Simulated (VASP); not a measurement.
# Hg (I4/mmm) in VASP: further runs, part 2 of 2

VASP 6.6.1. The steps go on from the part before.

## (3) Single point, PBEsol

This run uses another cell than the first one, of 27.28 Å³/atom, 0.971 times its volume.

Input file INCAR:

```
SYSTEM = Hg
PREC = Accurate
ENCUT = 520
EDIFF = 1E-6
ISMEAR = -1
SIGMA = 0.15
LREAL = .False.
LASPH = .True.
NELM = 100
ALGO = Fast
ISIF = 2
LWAVE = .False.
LCHARG = .False.
GGA = PS
NBANDS = 12
```

Input file KPOINTS:

```
Automatic mesh
0
Gamma
  9 9 9
  0 0 0
```

Input file POSCAR:

```
Hg
1.0
   -1.8829714906      1.8829714906      1.9232131521
    1.8829714906     -1.8829714906      1.9232131521
    1.8829714906      1.8829714906     -1.9232131521
Hg
1
Direct
    0.5000000000      0.5000000000      0.0000000000
```

Potentials or basis: VASP PAW PBE potentials, release 64 (Hg).

Started as:

```console
$ cat potpaw_PBE.64/Hg/POTCAR > POTCAR
$ mpirun -np 1 vasp_std > vasp.out
```

OUTCAR:

```text
SYSTEM = Hg
   PREC = Accurate
   ENCUT = 520
   EDIFF = 1E-6
   ISMEAR = -1
   LREAL = .False.
   LASPH = .True.
   NELM = 100
   ISIF = 2
   GGA = PS

 ion  position               nearest neighbor table
   1  0.500  0.500  0.000-

  LATTYP: Found a body centered tetragonal cell.
 ALAT       =     3.7659429812
 C/A-ratio  =     1.0213713599

  Lattice vectors:

 A1 = (  -1.8829714906,   1.8829714906,   1.9232131521)
 A2 = (   1.8829714906,  -1.8829714906,   1.9232131521)
 A3 = (   1.8829714906,   1.8829714906,  -1.9232131521)

Analysis of symmetry for initial positions (statically):
=====================================================================
 Subroutine PRICEL returns:
 Original cell was already a primitive cell.

 Routine SETGRP: Setting up the symmetry group for a
 body centered tetragonal supercell.

 Subroutine GETGRP returns: Found 16 space group operations
 (whereof 16 operations were pure point group operations)
 out of a pool of 16 trial point group operations.

The static configuration has the point symmetry D_4h.

Analysis of symmetry for dynamics (positions and initial velocities):
=====================================================================
 Subroutine PRICEL returns:
 Original cell was already a primitive cell.

 Routine SETGRP: Setting up the symmetry group for a
 body centered tetragonal supercell.

 Subroutine GETGRP returns: Found 16 space group operations
 (whereof 16 operations were pure point group operations)
 out of a pool of 16 trial point group operations.

The dynamic configuration has the point symmetry D_4h.

 Subroutine INISYM returns: Found 16 space group operations
 (whereof 16 operations are pure point group operations),
 and found     1 'primitive' translations

----------------------------------------------------------------------------------------

                                     Primitive cell

  volume of cell :      27.2756

  direct lattice vectors                    reciprocal lattice vectors
    -1.882971491  1.882971491  1.923213152     0.000000000  0.265537743  0.259981583
     1.882971491 -1.882971491  1.923213152     0.265537743  0.000000000  0.259981583
     1.882971491  1.882971491 -1.923213152     0.265537743  0.265537743  0.000000000

  length of vectors
     3.284800161  3.284800161  3.284800161     0.371619048  0.371619048  0.375527078

  position of ions in fractional coordinates (direct lattice)
     0.500000000  0.500000000  0.000000000

  ion indices of the primitive-cell ions
   primitive index   ion index
                 1           1

----------------------------------------------------------------------------------------

 KPOINTS: Automatic mesh

Automatic generation of k-mesh.
 Grid dimensions read from file:
 generate k-points for:    9    9    9

 Generating k-lattice:

  Cartesian coordinates                     Fractional coordinates (reciprocal lattice)
     0.000000000  0.029504194  0.028886843     0.111111111  0.000000000 -0.000000000
     0.029504194  0.000000000  0.028886843     0.000000000  0.111111111 -0.000000000
     0.029504194  0.029504194  0.000000000     0.000000000  0.000000000  0.111111111

  Length of vectors
     0.041291005  0.041291005  0.041725231

  Shift w.r.t. Gamma in fractional coordinates (k-lattice)
     0.000000000  0.000000000  0.000000000

 Subroutine IBZKPT returns following result:
 ===========================================

 Found     75 irreducible k-points:

 Following reciprocal coordinates:
            Coordinates               Weight
  0.000000  0.000000  0.000000      1.000000
  0.111111  0.000000  0.000000      8.000000
  0.222222  0.000000 -0.000000      8.000000
  0.333333  0.000000  0.000000      8.000000
  0.444444  0.000000 -0.000000      8.000000
  0.111111  0.111111  0.000000      8.000000
[... 16 lines left out ...]
 -0.333333  0.333333  0.000000      4.000000
  0.444444  0.444444  0.000000      8.000000
 [... further k-points ...]
   k-points           NKPTS =     75   k-points in BZ     NKDIM =     75   number of bands    NBANDS=     12
   number of dos      NEDOS =    301   number of ions     NIONS =      1
   total plane-waves  NPLWV =  13824
   dimension x,y,z NGX =    24 NGY =   24 NGZ =   24
   dimension x,y,z NGXF=    48 NGYF=   48 NGZF=   48
   ions per type =               1
   NGX,Y,Z   is equivalent  to a cutoff of  12.15, 12.15, 12.15 a.u.
   NGXF,Y,Z  is equivalent  to a cutoff of  24.29, 24.29, 24.29 a.u.
 SYSTEM =  Hg
   PREC   = accura    normal or accurate (medium, high low for compatibility)
   ISTART =      0    job   : 0-new  1-cont  2-samecut
   ICHARG =      2    charge: 1-file 2-atom 10-const
   ISPIN  =      1    spin polarized calculation?
   LNONCOLLINEAR =      F non collinear calculations
   LSORBIT =      F    spin-orbit coupling
   LASPH  =      T    aspherical Exc in radial PAW
   ENCUT  =  520.0 eV  38.22 Ry    6.18 a.u.   6.11  6.11  6.11*2*pi/ulx,y,z
   NELM   =    100;   NELMIN=  2; NELMDL= -5     # of ELM steps
   EDIFF  = 0.1E-05   stopping-criterion for ELM
   LREAL  =      F    real-space projection
   EDIFFG = 0.1E-04   stopping-criterion for IOM
   NSW    =      0    number of steps for IOM
   IBRION =     -1    ionic relax: 0-MD 1-quasi-New 2-CG
   NFREE  =      0    steps in history (QN), initial steepest desc. (CG)
   ISIF   =      2    stress and relaxation
   ISYM   =      2    0-nonsym 1-usesym 2-fastsym
   POTIM  = 0.5000    time-step for ionic-motion
   TEBEG  =    0.0;   TEEND  =   0.0 temperature during run
   PSTRESS=    0.0 pullay stress
   NELECT =      12.0000    total number of electrons
   NUPDOWN=      -1.0000    fix difference up-down
   EMIN   =  10.00;   EMAX   =-10.00  energy-range for DOS
   EFERMI =   0.00;   METHOD = LEGACY
   ISMEAR =    -1;   SIGMA  =   0.15  broadening in eV -4-tet -1-fermi 0-gaus
   EFERMI_NEDOS =   21; number of points for ismear=-14 and -15
   IALGO  =     68    algorithm
   IMIX   =      4    mixing-type and parameters
     AMIX     =   0.40;   BMIX     =  1.00
     AMIX_MAG =   1.60;   BMIX_MAG =  1.00
  volume/ion in A,a.u.               =      27.28       184.07
  Fermi-wavevector in a.u.,A,eV,Ry     =   1.245117  2.352931 21.093346  1.550317
  Thomas-Fermi vector in A             =   2.379354
   LORBIT       =      0    0 simple, 1 ext, 2 COOP (PROOUT), +10 PAW based schemes
   GGA     = PS    functional components
   LHFCALC =     F    Hartree Fock is set to
   AEXX    =    0.0000 exact exchange contribution
   IVDW    =     0    specifies the selected vdW correction
   LEPSILON=     F    determine dielectric tensor
   LRPA    =     F    only Hartree local field effects (RPA)
 non-spin polarized calculation
 RMM-DIIS sequential band-by-band and
  energy-cutoff  :      520.00
  volume of cell :       27.28
 maximum number of plane-waves:       744
   NGX = 13   NGY = 13   NGZ = 13

 number of electron      11.9999997 magnetization

 Free energy of the ion-electron system (eV)
  ---------------------------------------------------
  ext. energy  EPLUGINS =         0.00000000
  ---------------------------------------------------
  free energy    TOTEN  =        -0.53600918 eV

  energy without entropy =       -0.52118468  energy(sigma->0) =       -0.52859693

 E-fermi :   1.2735     XC(G=0): -10.2717

 val. band max:        1.0767033429   @ k =  -0.4444  -0.4444   0.2222
 cond. band min:       1.7665901787   @ k =   0.4444   0.0000  -0.0000
 fundamental gap:      0.6898868358
 Fermi energy:         1.2734609469

 k-point     1 :       0.0000    0.0000    0.0000
  band No.  band energies     occupation
      1      -6.4888      2.00000
      2      -5.1565      2.00000
      3      -5.1565      2.00000
      4      -5.1110      2.00000
      5      -4.4860      2.00000
      6      -4.4389      2.00000
      7      15.7438      0.00000
      8      15.8579      0.00000
      9      15.8579      0.00000
     10      15.9446      0.00000
     11      16.3376      0.00000
     12      16.3376      0.00000
[... 331 lines left out ...]
 k-point    24 :       0.4444    0.4444    0.0000
  band No.  band energies     occupation
      1      -5.6543      2.00000
      2      -5.4591      2.00000
      3      -4.4890      2.00000
      4      -4.4765      2.00000
      5      -4.0762      2.00000
      6       0.0776      1.99931
      7       1.0615      1.60858
      8       8.4214      0.00000
      9      10.6060      0.00000
     10      15.2817      0.00000
     11      17.1105      0.00000
     12      20.3828      0.00000

 [... further k-points ...]

------------------------ aborting loop because EDIFF is reached ----------------------------------------

  FORCE on cell =-STRESS in cart. coord.  units (eV):
  Direction    XX          YY          ZZ          XY          YZ          ZX
  --------------------------------------------------------------------------------------
  -------------------------------------------------------------------------------------
  Total       -0.4600636     -0.4600636     -0.4590538      0.0000000      0.0000000     -0.0000000
  in kB      -27.0242420    -27.0242420    -26.9649302      0.0000000      0.0000000     -0.0000000
  external PRESSURE =     -27.0044714 kB  Pullay stress =       0.0000000 kB

 VOLUME and BASIS-vectors are now :
 -----------------------------------------------------------------------------
  energy-cutoff  :      520.00
  volume of cell :       27.28
      direct lattice vectors                 reciprocal lattice vectors
    -1.882971491  1.882971491  1.923213152     0.000000000  0.265537743  0.259981583
     1.882971491 -1.882971491  1.923213152     0.265537743  0.000000000  0.259981583
     1.882971491  1.882971491 -1.923213152     0.265537743  0.265537743  0.000000000

 POSITION                                       TOTAL-FORCE (eV/Angst)
 -----------------------------------------------------------------------------------
      0.00000      0.00000      1.92321         0.000000     -0.000000      0.000000
 -----------------------------------------------------------------------------------
    total drift:                               -0.000000      0.000000      0.000000

  FREE ENERGIE OF THE ION-ELECTRON SYSTEM (eV)
  ---------------------------------------------------
  free  energy   TOTEN  =        -0.5360091751 eV

  energy  without entropy=       -0.5211846773  energy(sigma->0) =       -0.52859693
```

OSZICAR:

```text
N       E                     dE             d eps       ncg     rms          rms(c)
DAV:   1     0.731128867418E+02    0.73113E+02   -0.62800E+03  1824   0.939E+02
DAV:   2     0.778591124449E+00   -0.72334E+02   -0.68405E+02  1976   0.224E+02
DAV:   3    -0.567771858958E+00   -0.13464E+01   -0.13454E+01  2112   0.338E+01
DAV:   4    -0.569118941284E+00   -0.13471E-02   -0.13470E-02  1992   0.112E+00
DAV:   5    -0.569120903298E+00   -0.19620E-05   -0.19621E-05  2072   0.418E-02    0.221E+00
RMM:   6    -0.538360133266E+00    0.30761E-01   -0.52543E-02  1812   0.218E+00    0.183E+00
RMM:   7    -0.536150554864E+00    0.22096E-02   -0.53177E-03  1867   0.568E-01    0.965E-01
RMM:   8    -0.535992557626E+00    0.15800E-03   -0.72350E-04  1930   0.381E-01    0.501E-02
RMM:   9    -0.536005145929E+00   -0.12588E-04   -0.58201E-05  2022   0.746E-02    0.213E-02
RMM:  10    -0.536009525268E+00   -0.43793E-05   -0.17244E-05  1909   0.556E-02    0.843E-03
RMM:  11    -0.536009175099E+00    0.35017E-06   -0.18124E-06  1341   0.131E-02
   1 F= -.53600918E+00 E0= -.52859693E+00  d E =-.148245E-01
```

Wall time 12 s (1 thread of Intel Xeon Platinum 8488C (Sapphire Rapids), shared host); peak memory 0.14 GiB.

What came out:

- Free energy: -0.5360 eV
- Pressure: -2.7 GPa
- Band gap on the k mesh: none (metal or under the smearing width)

Caveat: the PAW data sets were made with another functional, which shifts forces and pressure a little.
